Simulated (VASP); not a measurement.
Runs of VASP 6.6.1 on KTaO3. The structure is cubic, space group Pm-3m (No. 221). Conventional cell: a = 3.988 Å, b = 3.988 Å, c = 3.988 Å, α = 90.00°, β = 90.00°, γ = 90.00°. Around K (site symmetry m-3m) lie 12 O at 2.82 Å. Around Ta (site symmetry m-3m) lie 6 O at 1.99 Å. O (site symmetry 4/mmm) has 2 Ta at 1.99 Å as nearest neighbours. 

```csv
level,potentials or basis,gap on the mesh (eV),pressure (GPa),relaxed volume (Å³/atom)
PBEsol,"VASP PAW PBE potentials, release 64 (K_sv, Ta_pv, O)",2.09,0.0,(b)
LDA,"VASP PAW LDA potentials, release 64 (K_sv, Ta_pv, O)",2.07,0.0,12.41
PBE+D3(BJ),"VASP PAW PBE potentials, release 64 (K_sv, Ta_pv, O)",2.15,0.0,(c)
r2SCAN,"VASP PAW PBE potentials, release 64 (K_sv, Ta_pv, O)",2.59,0.0,12.75
PBE,"VASP PAW PBE potentials, release 64 (K_sv, Ta_pv, O)",2.11,-0.1,(a)
```

Alike in all rows: task relaxation of cell and atoms; no spin polarisation; cell relaxed; k mesh 8 × 8 × 8; cutoff (eV) 600; smearing gaussian 0.03 eV.

**Question.** Estimate the missing entries.

**Answer.** (a) 13.07; (b) 12.70; (c) 12.87.

Caveats: spin-orbit coupling is left out, which moves the levels of the heavy elements; the PAW data sets were made with another functional, which shifts forces and pressure a little (some runs).

A k mesh can miss the band edges, and the runs leave out spin-orbit coupling on Ta.

Not every run made on this cell is shown here.
